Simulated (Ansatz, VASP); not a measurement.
Given: the input of a run of VASP 6.6.1 on BN.

INCAR

```
SYSTEM = BN
  PREC = Accurate
  ENCUT = 520
  EDIFF = 1E-7
  ISMEAR = -1
  SIGMA = 0.05
  LREAL = .False.
  LASPH = .True.
  NELM = 60
  ALGO = Normal
  ISIF = 2
  LWAVE = .False.
  LCHARG = .False.
  GGA = PE
  NBANDS = 11
```

The input KPOINTS:

```
Automatic mesh
0
Gamma
  12 12 12
  0 0 0
```

The input POSCAR:

```
BN
1.0
    1.2427247397      0.7174874630      3.3502965776
   -1.2427247397      0.7174874630      3.3502965776
    0.0000000000     -1.4349749260      3.3502965776
N B
1 1
Direct
    0.6672382000      0.6672382000      0.6672382000
    0.0003288000      0.0003288000      0.0003288000
```

Potentials or basis: VASP PAW PBE potentials, release 64 (N, B).

Command:

```bash
$ cat potpaw_PBE.64/N/POTCAR potpaw_PBE.64/B/POTCAR > POTCAR
$ mpirun -np 1 vasp_std > vasp.out
```

Translate it to Ansatz 0.2.0. Potentials there: Ansatz PAW.

As run (the cutoff follows the program's own potentials):

The input input.yaml:

```yaml
crystal:
  lattice:
    - [1.2427247397, 0.717487463, 3.3502965776]
    - [-1.2427247397, 0.717487463, 3.3502965776]
    - [0.0, -1.434974926, 3.3502965776]
  atoms:
    - { symbol: "N", position: [0.6672382, 0.6672382, 0.6672382] }
    - { symbol: B, position: [0.0003288, 0.0003288, 0.0003288] }
hamiltonian:
  xc: pbe
  pseudopotentials: { kind: paw }
kpoints:
  mp_grid: { grid: [12, 12, 12] }
scf:
  occupations: { method: fermi_dirac, width: 0.05 }
output:
  forces: true
  stress: true
  eigenvalues: true
```

Potentials or basis: Ansatz PAW.

The run is started by

```sh
$ ansatz run input.yaml --threads 2 --pin off --max-ram 5120MiB --backend cpu --events-out ev --progress --plain --runs-dir out
```

Both were run:

|  | VASP | Ansatz | Ansatz less VASP |
| --- | --- | --- | --- |
| gap on the k mesh at the Fermi level (eV) | 4.31 | 4.31 | +0.007 |
| least direct gap on the mesh (eV) | 4.75 | 4.75 | +0.003 |
| pressure (GPa) | 8.8 | 8.7 | -0.07 |
| largest component of the traceless stress (GPa) | 6.32 | 6.11 | -0.213 |

Caveats: the pressure holds a Pulay correction of +0.6 GPa for the finite cutoff (Ansatz). A k mesh can miss the band edges.
